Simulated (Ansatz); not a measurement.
## GaN, one structure, two calculations

Cell: a structure deposited in the COD whose atoms were relaxed with PBE, the cell held.

```cif
data_structure
_symmetry_space_group_name_H-M 'P 1'
_symmetry_Int_Tables_number 1
_cell_length_a 3.1800
_cell_length_b 3.1800
_cell_length_c 5.1660
_cell_angle_alpha 90.000
_cell_angle_beta 90.000
_cell_angle_gamma 120.000
_cell_volume 45.24
loop_
_atom_site_label
_atom_site_type_symbol
_atom_site_fract_x
_atom_site_fract_y
_atom_site_fract_z
_atom_site_occupancy
Ga1 Ga 0.33333 0.66667 0.00394 1
Ga2 Ga 0.66667 0.33333 0.50394 1
N3 N 0.33333 0.66667 0.38106 1
N4 N 0.66667 0.33333 0.88106 1
```

Atoms are numbered from 1 in the order listed; like atoms form one site, named after its first atom.

First run. Level of theory: DFT, PBE, plane waves and PAW, scalar-relativistic, 420 eV cutoff, Γ-centred 11×11×6 k-points, Fermi–Dirac smearing 0.02 eV (Ansatz 0.2.0).

| site | atom | V_zz (10²¹ V/m²) | η |
| --- | --- | --- | --- |
| Ga | 1 | 0.43 | 0.00 |
| N | 3 | 0.023 | 0.00 |

Second run. The same atoms and settings, except that the functional is r2SCAN and the cutoff is 500 eV.

Task: What does the second run give?

Result: 

```tsv
site	atom	V_zz	η	change of V_zz
Ga	1	0.47	0.00	+0.04
N	3	0.036	0.00	+0.01
```

The largest change of V_zz is on Ga, from 0.43 to 0.47.

For the first run: At this cell the PBE pressure is 7 GPa, so with PBE the cell would grow if it were relaxed.
